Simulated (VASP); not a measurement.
# Zr (Im-3m) in VASP: further runs, part 2 of 2

VASP 6.6.1. The steps go on from the part before.

### Step 3. Relaxation of cell and atoms, PBEsol+D4

Contents of INCAR:

```
ALGO = Fast
EDIFF = 1E-6
EDIFFG = -0.005
ENCUT = 600
GGA = PS
IBRION = 2
ISIF = 3
ISMEAR = -1
IVDW = 13
LASPH = T
LCHARG = F
LREAL = F
LWAVE = F
NELM = 100
NSW = 60
PREC = Accurate
SIGMA = 0.05
```

Contents of KPOINTS:

```
k-points
0
Gamma
  10 10 10
```

Contents of POSCAR:

```
Zr
1.0
   -1.8100000000      1.8100000000      1.8100000000
    1.8100000000     -1.8100000000      1.8100000000
    1.8100000000      1.8100000000     -1.8100000000
Zr
1
Direct
    0.0000000000      0.0000000000      0.0000000000
```

Potentials or basis: VASP PAW PBE potentials, release 64 (Zr_sv).

Command:

```sh
$ cat potpaw_PBE.64/Zr_sv/POTCAR > POTCAR
$ mpirun -np 1 vasp_std > vasp.out
```

OUTCAR:

```text
EDIFF = 1E-6
   EDIFFG = -0.005
   ENCUT = 600
   GGA = PS
   IBRION = 2
   ISIF = 3
   ISMEAR = -1
   IVDW = 13
   LASPH = T
   LREAL = F
   NELM = 100
   NSW = 60
   PREC = Accurate

 ion  position               nearest neighbor table
   1  0.000  0.000  0.000-

  LATTYP: Found a body centered cubic cell.
 ALAT       =     3.6200000000

  Lattice vectors:

 A1 = (  -1.8100000000,   1.8100000000,   1.8100000000)
 A2 = (   1.8100000000,  -1.8100000000,   1.8100000000)
 A3 = (   1.8100000000,   1.8100000000,  -1.8100000000)

Analysis of symmetry for initial positions (statically):
=====================================================================
 Subroutine PRICEL returns:
 Original cell was already a primitive cell.

 Routine SETGRP: Setting up the symmetry group for a
 body centered cubic supercell.

[... 219 lines left out ...]
      3     -15.0447      2.00000
      4     -15.0447      2.00000
      5       4.7668      2.00000
      6      11.5182      0.00000
      7      11.5182      0.00000
      8      11.5182      0.00000
      9      14.4343      0.00000
     10      14.4343      0.00000
[... 337 lines left out ...]
--------------------------------------- Ionic step        3  -------------------------------------------

 number of electron      12.0000000 magnetization

 Free energy of the ion-electron system (eV)
  ---------------------------------------------------
  ext. energy  EPLUGINS =         0.00000000
  ---------------------------------------------------
  free energy    TOTEN  =        -9.02901142 eV

  energy without entropy =       -9.01615944  energy(sigma->0) =       -9.02258543

 E-fermi :   9.4756     XC(G=0): -11.5551

 val. band max:        9.4686674909   @ k =  -0.2000   0.3000   0.1000
 cond. band min:       9.4786252157   @ k =   0.1000   0.1000   0.1000
 fundamental gap:      0.0099577247
 Fermi energy:         9.4756408313

 k-point     1 :       0.0000    0.0000    0.0000
  band No.  band energies     occupation
      1     -38.7780      2.00000
      2     -16.1854      2.00000
      3     -16.1854      2.00000
      4     -16.1854      2.00000
      5       3.9596      2.00000
      6      10.6149      0.00000
      7      10.6149      0.00000
      8      10.6149      0.00000
      9      13.3165      0.00000
     10      13.3165      0.00000
[... 331 lines left out ...]
  FREE ENERGIE OF THE ION-ELECTRON SYSTEM (eV)
  ---------------------------------------------------
  free  energy   TOTEN  =        -9.1584847801 eV

  energy  without entropy=       -9.1456328015  energy(sigma->0) =       -9.15205879

 reached required accuracy - stopping structural energy minimisation
```

OSZICAR:

```text
N       E                     dE             d eps       ncg     rms          rms(c)
DAV:   1     0.932759211077E+02    0.93276E+02   -0.76247E+03   948   0.133E+03
DAV:   2    -0.554779621307E+01   -0.98824E+02   -0.97164E+02  1028   0.316E+02
DAV:   3    -0.920398779186E+01   -0.36562E+01   -0.35232E+01  1316   0.508E+01
[... 51 lines left out ...]
RMM:  13    -0.902900390263E+01   -0.58107E-05   -0.44743E-05   978   0.471E-02    0.368E-03
RMM:  14    -0.902900715808E+01   -0.32554E-05   -0.27160E-05   897   0.330E-02    0.139E-03
RMM:  15    -0.902900931346E+01   -0.21554E-05   -0.15328E-05   810   0.229E-02    0.185E-04
RMM:  16    -0.902901068454E+01   -0.13711E-05   -0.10394E-05   650   0.184E-02    0.109E-03
RMM:  17    -0.902901141609E+01   -0.73155E-06   -0.63178E-06   619   0.148E-02
   3 F= -.91584848E+01 E0= -.91520588E+01  d E =-.571597E-01
```

Wall time 1.9 min (1 thread of Intel Xeon Platinum 8175M at 2.50GHz (Skylake/Cascade Lake), shared host); peak memory 0.17 GiB.

What came out:

| Property | Result |
| --- | --- |
| Free energy | -9.1585 eV |
| Relaxed volume | 21.54 Å³/atom |
| Relaxed cell | a = 3.036 Å, b = 3.036 Å, c = 3.036 Å, α = 109.47°, β = 109.47°, γ = 109.47° |
| Space group after relaxing (to 0.05 Å) | Im-3m (No. 229) |
| Energy gained by relaxing | 57.2 meV/atom |
| Ionic steps | 3 |
| Pressure after relaxing | 0.0 GPa |
| Band gap on the k mesh | none (metal or under the smearing width) |
| Dispersion energy per atom | -0.129 eV |

Step by step:
```tsv
step	energy change (eV)	largest force (eV/Å)	pressure (GPa)	volume (Å³)
1	0.0000	0.0000	-7.69	23.72
2	-0.0219	0.0000	7.79	20.02
3	-0.0572	0.0000	-0.03	21.54
```

Final structure:
```cif
data_structure
_symmetry_space_group_name_H-M 'P 1'
_symmetry_Int_Tables_number 1
_cell_length_a 3.0361
_cell_length_b 3.0361
_cell_length_c 3.0361
_cell_angle_alpha 109.471
_cell_angle_beta 109.471
_cell_angle_gamma 109.471
_cell_volume 21.54
loop_
_atom_site_label
_atom_site_type_symbol
_atom_site_fract_x
_atom_site_fract_y
_atom_site_fract_z
_atom_site_occupancy
Zr1 Zr 0.00000 0.00000 0.00000 1
```

Levels at points of the mesh, in eV from the Fermi level:
```
           k point  band 3  band 4  band 5  band 6  band 7  band 8  band 9  band 10
(0.00, 0.00, 0.00)  -25.66  -25.66   -5.52    1.14    1.14    1.14    3.84     3.84
(0.50, 0.00, 0.00)  -26.05  -25.67   -3.03   -0.83    1.93    3.87    4.61     6.93
(0.50, 0.50, 0.50)  -26.51  -26.51   -2.89   -2.89    6.17    6.17    6.17     7.97
```

Caveat: the PAW data sets were made with another functional, which shifts forces and pressure a little; pairwise dispersion overbinds metals, which lowers pressure and volume.

### Step 4. Relaxation of cell and atoms, PBEsol+rVV10

Contents of INCAR:

```
ALGO = Fast
BPARAM = 20.0
CPARAM = 0.0093
EDIFF = 1E-6
EDIFFG = -0.005
ENCUT = 600
GGA = PS
IBRION = 2
ISIF = 3
ISMEAR = -1
IVDW_NL = 2
LASPH = T
LCHARG = F
LREAL = F
LUSE_VDW = T
LWAVE = F
NELM = 100
NSW = 60
PREC = Accurate
SIGMA = 0.05
```

KPOINTS is that of step 3.

POSCAR is that of step 3.

Command:

```sh
$ cat potpaw_PBE.64/Zr_sv/POTCAR > POTCAR
$ mpirun -np 1 vasp_std > vasp.out
```

Wall time 8.8 min (1 thread of Intel Xeon Platinum 8175M at 2.50GHz (Skylake/Cascade Lake), shared host); peak memory 0.27 GiB.

The run converged. Its results:

```
Free energy                            : -8.9325 eV
Relaxed volume                         : 21.65 Å³/atom
Relaxed cell                           : a = 3.041 Å, b = 3.041 Å, c = 3.041 Å, α = 109.47°, β = 109.47°, γ = 109.47°
Space group after relaxing (to 0.05 Å) : Im-3m (No. 229)
Energy gained by relaxing              : 51.3 meV/atom
Ionic steps                            : 6
Pressure after relaxing                : 0.0 GPa
Band gap on the k mesh                 : none (metal or under the smearing width)
```

The path:
```
step  energy change (eV)  largest force (eV/Å)  pressure (GPa)  volume (Å³)
   1              0.0000                0.0000           -7.35        23.72
   2             -0.0185                0.0000            7.45        20.18
   3             -0.0513                0.0000           -0.06        21.66
   4             -0.0513                0.0000            0.11        21.62
   5             -0.0513                0.0000           -0.09        21.67
   6             -0.0513                0.0000            0.01        21.65
```

Final structure:
```
Zr
1.0
    -1.75563    1.75563    1.75563
     1.75563   -1.75563    1.75563
     1.75563    1.75563   -1.75563
Zr
1
Direct
  0.00000 0.00000 0.00000
```

Levels at points of the mesh, in eV from the Fermi level:
```csv
k point,band 3,band 4,band 5,band 6,band 7,band 8,band 9,band 10
"(0.00, 0.00, 0.00)",-25.67,-25.67,-5.52,1.14,1.14,1.14,3.83,3.83
"(0.50, 0.00, 0.00)",-26.05,-25.68,-3.02,-0.82,1.90,3.85,4.59,6.90
"(0.50, 0.50, 0.50)",-26.51,-26.51,-2.87,-2.87,6.14,6.14,6.14,7.93
```

Caveat: the PAW data sets were made with another functional, which shifts forces and pressure a little; pairwise dispersion overbinds metals, which lowers pressure and volume.

### Step 5. Overview

```csv
level,gap on the mesh (eV),pressure (GPa),relaxed volume (Å³/atom)
PBEsol+D3(BJ),none,0.0,20.70
PBEsol+D4,none,0.0,21.54
PBEsol+rVV10,none,0.0,21.65
```

Alike in all rows: task relaxation of cell and atoms; potentials or basis VASP PAW PBE potentials, release 64 (Zr_sv); no spin polarisation; cell relaxed; k mesh 10 × 10 × 10; cutoff (eV) 600; smearing fermi-dirac 0.05 eV.

Caveats: the PAW data sets were made with another functional, which shifts forces and pressure a little; pairwise dispersion overbinds metals, which lowers pressure and volume.

Total energies depend on the potentials used, so only differences within one code and one set of settings carry meaning.
